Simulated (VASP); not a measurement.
# Co (P6_3/mmc) in VASP: a series of runs

One crystal, Co, is run at these levels: PBE; tasks: relaxation of cell and atoms, electrostatic potential.

Everything below comes from runs of VASP 6.6.1. Logs are shortened: lines on timing, memory, paths and dates and some standing lists are left out, and cuts for length are marked.

## Step 1: The structure

It takes space group P6_3/mmc (No. 194, hexagonal). The conventional cell has a = 2.460 Å, b = 2.460 Å, c = 3.970 Å, α = 90.00°, β = 90.00°, γ = 120.00°. Around Co (site symmetry -6m2) lie 12 Co at 2.44 to 2.46 Å.

The cell was built by a generator and needn't be a form met in nature.

## Step 2: Relaxation of cell and atoms, PBE, collinear spin, ferromagnetic start

The input, INCAR:

```
SYSTEM = Co
PREC = Accurate
ENCUT = 600
EDIFF = 1E-7
ISMEAR = 1
SIGMA = 0.1
LREAL = .FALSE.
LASPH = .TRUE.
NELM = 120
ALGO = Normal
ISIF = 3
LWAVE = .FALSE.
LCHARG = .FALSE.
ISPIN = 2
MAGMOM = 1.8 1.8
LORBIT = 11
LMAXMIX = 4
GGA = PE
IBRION = 2
NSW = 60
EDIFFG = -0.005
```

The input, KPOINTS:

```
regular mesh
0
G
  20 20 10
  0 0 0
```

The input, POSCAR:

```
Co
1.0
    2.4600000000      0.0000000000      0.0000000000
   -1.2300000000      2.1304224900      0.0000000000
    0.0000000000      0.0000000000      3.9700000000
Co
2
Direct
    0.3333333300      0.6666666700      0.2500000000
    0.6666666700      0.3333333300      0.7500000000
```

Potentials or basis: VASP PAW PBE potentials, release 64 (Co).

Launch:

```bash
> cat potpaw_PBE.64/Co/POTCAR > POTCAR
> mpirun -np 1 vasp_std > vasp.out
```

OUTCAR:

```text
SYSTEM = Co
   PREC = Accurate
   ENCUT = 600
   EDIFF = 1E-7
   ISMEAR = 1
   LREAL = .FALSE.
   LASPH = .TRUE.
   NELM = 120
   ISIF = 3
   ISPIN = 2
   LORBIT = 11
   GGA = PE
   IBRION = 2
   NSW = 60
   EDIFFG = -0.005

 ion  position               nearest neighbor table
   1  0.333  0.667  0.250-   2 2.44   2 2.44   2 2.44   2 2.44   2 2.44   2 2.44
   2  0.667  0.333  0.750-   1 2.44   1 2.44   1 2.44   1 2.44   1 2.44   1 2.44

  LATTYP: Found a hexagonal cell.
 ALAT       =     2.4600000000
 C/A-ratio  =     1.6138211382

  Lattice vectors:

 A1 = (   2.4600000000,   0.0000000000,   0.0000000000)
 A2 = (  -1.2300000000,   2.1304224900,   0.0000000000)
 A3 = (   0.0000000000,   0.0000000000,   3.9700000000)

Analysis of symmetry for initial positions (statically):
=====================================================================
 Subroutine PRICEL returns:
 Original cell was already a primitive cell.

 Routine SETGRP: Setting up the symmetry group for a
 hexagonal supercell.

 Subroutine GETGRP returns: Found 24 space group operations
 (whereof 12 operations were pure point group operations)
 out of a pool of 24 trial point group operations.

The static configuration has the point symmetry D_3d.
 The point group associated with its full space group is D_6h.

Analysis of symmetry for dynamics (positions and initial velocities):
=====================================================================
 Subroutine PRICEL returns:
 Original cell was already a primitive cell.

 Routine SETGRP: Setting up the symmetry group for a
 hexagonal supercell.

 Subroutine GETGRP returns: Found 24 space group operations
 (whereof 12 operations were pure point group operations)
 out of a pool of 24 trial point group operations.

The dynamic configuration has the point symmetry D_3d.
 The point group associated with its full space group is D_6h.

Analysis of structural, dynamic, and magnetic symmetry:
=====================================================================
 Subroutine PRICEL returns:
 Original cell was already a primitive cell.

 Routine SETGRP: Setting up the symmetry group for a
 hexagonal supercell.

 Subroutine GETGRP returns: Found 24 space group operations
 (whereof 12 operations were pure point group operations)
 out of a pool of 24 trial point group operations.

The overall configuration has the point symmetry D_3d.
 The point group associated with its full space group is D_6h.

 Subroutine INISYM returns: Found 24 space group operations
 (whereof 12 operations are pure point group operations),
[... 127 lines left out ...]
 conjugate gradient relaxation of ions
 spin polarized calculation
 Methfessel and Paxton  Order N= 1 SIGMA  =   0.10
  energy-cutoff  :      600.00
  volume of cell :       20.81
 maximum number of plane-waves:       711
 NGX is ok and might be reduce to    20
   NGX =  9   NGY =  9   NGZ = 15

--------------------------------------- Ionic step        1  -------------------------------------------

 number of electron      18.0000000 magnetization       3.1544801

 Free energy of the ion-electron system (eV)
  ---------------------------------------------------
  ext. energy  EPLUGINS =         0.00000000
  ---------------------------------------------------
  free energy    TOTEN  =       -14.04858475 eV

  energy without entropy =      -14.04834108  energy(sigma->0) =      -14.04850353

------------------------ aborting loop because EDIFF is reached ----------------------------------------

  FORCE on cell =-STRESS in cart. coord.  units (eV):
  Direction    XX          YY          ZZ          XY          YZ          ZX
  --------------------------------------------------------------------------------------
  -------------------------------------------------------------------------------------
  Total        1.1847255      1.1847255      1.1823216     -0.0000000     -0.0000000      0.0000000
  in kB       91.2298497     91.2298494     91.0447378     -0.0000000     -0.0000000      0.0000000
  external PRESSURE =      91.1681456 kB  Pullay stress =       0.0000000 kB
[... 23 lines left out ...]
--------------------------------------- Ionic step        2  -------------------------------------------

 number of electron      18.0000000 magnetization       3.2540210

 E-fermi :   9.6701     XC(G=0): -13.1559

 val. band max:        9.6700263556   @ k =   0.1500   0.0000   0.2000
 cond. band min:       9.6705090705   @ k =   0.3500   0.1000   0.5000
 fundamental gap:      0.0004827148
 Fermi energy:         9.6700799309

 spin component 1

 k-point     1 :       0.0000    0.0000    0.0000
  band No.  band energies     occupation
      1       1.0117      1.00000
      2       4.7373      1.00000
      3       7.1241      1.00000
      4       7.1335      1.00000
      5       7.1335      1.00000
      6       7.4252      1.00000
      7       7.4252      1.00000
      8       7.7341      1.00000
      9       7.7341      1.00000
     10       8.7703      1.00000
     11       8.7703      1.00000
     12       9.6474      0.68621
[... 1032 lines left out ...]
--------------------------------------- Ionic step        7  -------------------------------------------

 number of electron      17.9999994 magnetization       3.1901553

 Free energy of the ion-electron system (eV)
  ---------------------------------------------------
  ext. energy  EPLUGINS =         0.00000000
  ---------------------------------------------------
  free energy    TOTEN  =       -14.07077921 eV

  energy without entropy =      -14.07053400  energy(sigma->0) =      -14.07069747

 E-fermi :  10.3035     XC(G=0): -13.4241

 val. band max:       10.3034704101   @ k =   0.1000   0.0500   0.2000
 cond. band min:      10.3083454722   @ k =   0.1000   0.0000   0.2000
 fundamental gap:      0.0048750620
 Fermi energy:        10.3034797434

 spin component 1

 k-point     1 :       0.0000    0.0000    0.0000
  band No.  band energies     occupation
      1       1.3807      1.00000
      2       5.1665      1.00000
      3       7.7020      1.00000
      4       7.7179      1.00000
      5       7.7179      1.00000
      6       8.0330      1.00000
      7       8.0330      1.00000
      8       8.3709      1.00000
      9       8.3709      1.00000
     10       9.4816      1.00000
     11       9.4816      1.00000
     12      10.2505      0.88598
[... 882 lines left out ...]
  FREE ENERGIE OF THE ION-ELECTRON SYSTEM (eV)
  ---------------------------------------------------
  free  energy   TOTEN  =       -14.0707792070 eV

  energy  without entropy=      -14.0705339954  energy(sigma->0) =      -14.07069747

 reached required accuracy - stopping structural energy minimisation

 total charge

# of ion       s       p       d       tot
------------------------------------------
    1        0.490   0.524   7.267   8.280
    2        0.490   0.524   7.267   8.280
--------------------------------------------------
tot          0.979   1.047  14.534  16.560

 magnetization (x)

# of ion       s       p       d       tot
------------------------------------------
    1       -0.015  -0.055   1.686   1.615
    2       -0.015  -0.055   1.686   1.615
--------------------------------------------------
tot         -0.031  -0.111   3.372   3.230
```

OSZICAR:

```text
N       E                     dE             d eps       ncg     rms          rms(c)
DAV:   1     0.869732799217E+02    0.86973E+02   -0.91689E+03 16184   0.178E+03
DAV:   2    -0.136994434550E+02   -0.10067E+03   -0.93342E+02 15847   0.270E+02
[... 61 lines left out ...]
DAV:   1    -0.140708507249E+02   -0.72838E-04   -0.79889E-04 15847   0.526E-01    0.672E-02
DAV:   2    -0.140707954820E+02    0.55243E-04   -0.33257E-04 16715   0.374E-01    0.442E-02
DAV:   3    -0.140707813141E+02    0.14168E-04   -0.41743E-05 16778   0.133E-01    0.180E-02
DAV:   4    -0.140707802517E+02    0.10624E-05   -0.49274E-07 19282   0.952E-03    0.653E-03
DAV:   5    -0.140707791245E+02    0.11272E-05   -0.17664E-07 10353   0.649E-03    0.119E-03
DAV:   6    -0.140707792070E+02   -0.82568E-07   -0.66614E-08 10224   0.299E-03
   7 F= -.14070779E+02 E0= -.14070697E+02  d E =-.138093E-05  mag=     3.1902
```

Wall time 4.8 min (1 thread of Intel Xeon 6975P-C (Granite Rapids), shared host); peak memory 0.27 GiB.

Results:

| Property | Result |
| --- | --- |
| Free energy | -14.0708 eV |
| Relaxed volume | 10.81 Å³/atom |
| Relaxed cell | a = 2.491 Å, b = 2.491 Å, c = 4.023 Å, α = 90.00°, β = 90.00°, γ = 120.00° |
| Space group after relaxing (to 0.05 Å) | P6_3/mmc (No. 194) |
| Energy gained by relaxing | 11.1 meV/atom |
| Ionic steps | 7 |
| Pressure after relaxing | 0.0 GPa |
| Band gap on the k mesh | none (metal or under the smearing width) |
| Net moment | 3.19 μB per cell |
| Site moments | Co +1.61 μB |
| Valence electrons inside the program's atomic spheres | Co 8.28 |

Step by step:
```csv
step,energy change (eV),largest force (eV/Å),pressure (GPa),volume (Å³)
1,0.0000,0.0000,9.12,20.81
2,0.0071,0.0000,-8.75,22.64
3,-0.0222,0.0000,-0.09,21.63
4,-0.0222,0.0000,0.10,21.61
5,-0.0222,0.0000,0.09,21.61
6,-0.0222,0.0000,0.09,21.61
7,-0.0222,0.0000,-0.02,21.62
```

Final structure:
```cif
data_structure
_symmetry_space_group_name_H-M 'P 1'
_symmetry_Int_Tables_number 1
_cell_length_a 2.4913
_cell_length_b 2.4913
_cell_length_c 4.0228
_cell_angle_alpha 90.000
_cell_angle_beta 90.000
_cell_angle_gamma 120.000
_cell_volume 21.62
loop_
_atom_site_label
_atom_site_type_symbol
_atom_site_fract_x
_atom_site_fract_y
_atom_site_fract_z
_atom_site_occupancy
Co1 Co 0.33333 0.66667 0.25000 1
Co2 Co 0.66667 0.33333 0.75000 1
```

## Step 3: Electrostatic potential, PBE, collinear spin, ferromagnetic start

This run uses another cell than the first one, of 10.81 Å³/atom, 1.039 times its volume.

The input, INCAR:

```
PREC = Accurate ; ENCUT = 520
EDIFF = 1E-7 ; ISMEAR = 1
SIGMA = 0.1 ; LREAL = False
LASPH = True ; NELM = 120
ALGO = Normal ; ISIF = 2
LWAVE = False ; LCHARG = True
ISPIN = 2 ; MAGMOM = 1.8 1.8
LORBIT = 11 ; LMAXMIX = 4
GGA = PE ; LVHAR = True
```

The input, KPOINTS:

```
Automatic mesh
0
Gamma
  20 20 10
```

The input, POSCAR:

```
Co                                      
1.0
    2.4913115632     -0.0000000000     -0.0000000000
   -1.2456557816      2.1575390990      0.0000000000
   -0.0000000000      0.0000000000      4.0228011154
  Co            
     2
Direct
     0.3333333300000021    0.6666666699999979    0.2500000000000000
     0.6666666699999979    0.3333333300000021    0.7500000000000000
```

Potentials or basis: VASP PAW PBE potentials, release 64 (Co).

Launch:

```bash
> cat potpaw_PBE.64/Co/POTCAR > POTCAR
> mpirun -np 1 vasp_std > vasp.out
```

Run time: 77 s. Hardware: 1 thread of Intel Xeon 6975P-C (Granite Rapids), shared host; peak memory 0.24 GiB.

It converged, with:

```yaml
Free_energy: -14.0718 eV
Pressure: 0.0 GPa
Band_gap_on_the_k_mesh: none (metal or under the smearing width)
Net_moment: 3.19 μB per cell
Site_moments: Co +1.61 μB
Valence_electrons_inside_the_program's_atomic_spheres: Co 8.28
```

Levels at points of the mesh, in eV from the Fermi level:
Spin up:
```csv
k point,band 8,band 9,band 10,band 11,band 12,band 13,band 14,band 15
"(0.00, 0.00, 0.00)",-1.93,-1.93,-0.82,-0.82,-0.05,6.41,21.99,24.58
"(0.50, 0.00, 0.00)",-0.69,-0.59,-0.54,1.32,3.33,9.73,10.39,12.78
"(0.00, 0.00, 0.50)",-2.66,-1.13,-1.13,-1.13,-1.13,15.11,15.11,22.72
"(0.50, 0.00, 0.50)",-1.06,-0.60,-0.60,1.61,1.61,7.29,7.29,18.38
```
Spin down:
| k point | band 5 | band 6 | band 7 | band 8 | band 9 | band 10 |
| --- | --- | --- | --- | --- | --- | --- |
| (0.00, 0.00, 0.00) | -0.96 | -0.59 | -0.59 | -0.18 | -0.18 | -0.12 |
| (0.50, 0.00, 0.00) | -1.13 | -1.03 | -0.61 | 1.18 | 1.31 | 1.34 |
| (0.00, 0.00, 0.50) | -1.03 | -1.03 | -1.03 | -1.03 | 0.71 | 0.71 |
| (0.50, 0.00, 0.50) | -0.07 | -0.07 | 0.25 | 0.25 | 1.28 | 1.28 |
